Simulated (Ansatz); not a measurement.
## Bi2Te3

Method: PBE, scalar-relativistic; no spin polarisation; PAW, 420 eV, Γ-centred 8×8×8 mesh, 0.05 eV Gaussian smearing; code Ansatz; PAW files: Ansatz's generated set soft_2.

```yaml
crystal:
  lattice:
    - [2.22481, 1.28449, 10.64947]
    - [-2.22481, 1.28449, 10.64947]
    - [0.00000, -2.56899, 10.64947]
  atoms:
    - { symbol: Bi, position: [0.39761, 0.39761, 0.39761] }
    - { symbol: Bi, position: [0.60239, 0.60239, 0.60239] }
    - { symbol: Te, position: [0.00000, 0.00000, 0.00000] }
    - { symbol: Te, position: [0.21523, 0.21523, 0.21523] }
    - { symbol: Te, position: [0.78477, 0.78477, 0.78477] }
```

The start was a prototype's sites filled with these elements; the Crystallography Open Database holds the compound in this structure.

Q: Which orbitals make up the states within about 0.6 eV of each band edge?

A: Valence edge: Te 5p 89 %. Conduction edge: Bi 6p 65 %, Te 5p 25 %, Te 5s 9 %. Shares are among the projected shells; the gap is 0.50 eV.

Density of states (tetrahedra, averaged over 0.5 eV; states/eV per cell of 5 atoms; energy in eV from the Fermi level; projections on Löwdin-orthogonalised atomic orbitals, summed over sites):

```csv
E,total,Te 5p,Bi 6p,Te 5s,Bi 6s
-5.10,0.01,0.01,0.00,0.00,0.00
-4.60,1.98,1.07,0.86,0.04,0.00
-4.10,2.08,1.16,0.88,0.03,0.01
-3.60,4.38,2.57,1.67,0.09,0.03
-3.10,5.11,3.05,1.86,0.13,0.04
-2.60,5.24,3.22,1.80,0.13,0.06
-2.10,3.66,2.26,1.21,0.10,0.04
-1.60,4.00,3.17,0.63,0.07,0.09
-1.10,6.05,5.43,0.28,0.04,0.22
-0.60,3.48,3.05,0.14,0.03,0.21
-0.10,0.01,0.01,0.00,0.00,0.00
0.40,0.10,0.02,0.06,0.01,0.00
0.90,2.71,0.80,1.63,0.16,0.02
1.40,5.50,2.05,2.99,0.18,0.03
1.90,3.91,1.61,2.01,0.09,0.02
2.40,2.73,1.11,1.43,0.05,0.01
2.90,3.66,1.46,1.87,0.05,0.01
3.40,3.61,1.35,1.53,0.04,0.00
3.90,2.94,0.78,0.81,0.02,0.00
4.40,2.10,0.34,0.34,0.01,0.00
4.90,2.43,0.05,0.04,0.00,0.00
```

Spin–orbit coupling, left out here, shifts 6p levels by as much as this gap and could close it. 

Kohn–Sham gaps of semilocal functionals lie under measured ones, often by a third or more. Spin–orbit coupling, which matters for such heavy elements, is left out. The structure is layered, and this functional has no dispersion term, so the layers' spacing is poorly fixed, often too long, and so is what hangs on it. The relaxed cell is 8 % larger in volume than the cell of this structure in the Crystallography Open Database (33.95 Å³/atom, 1993).
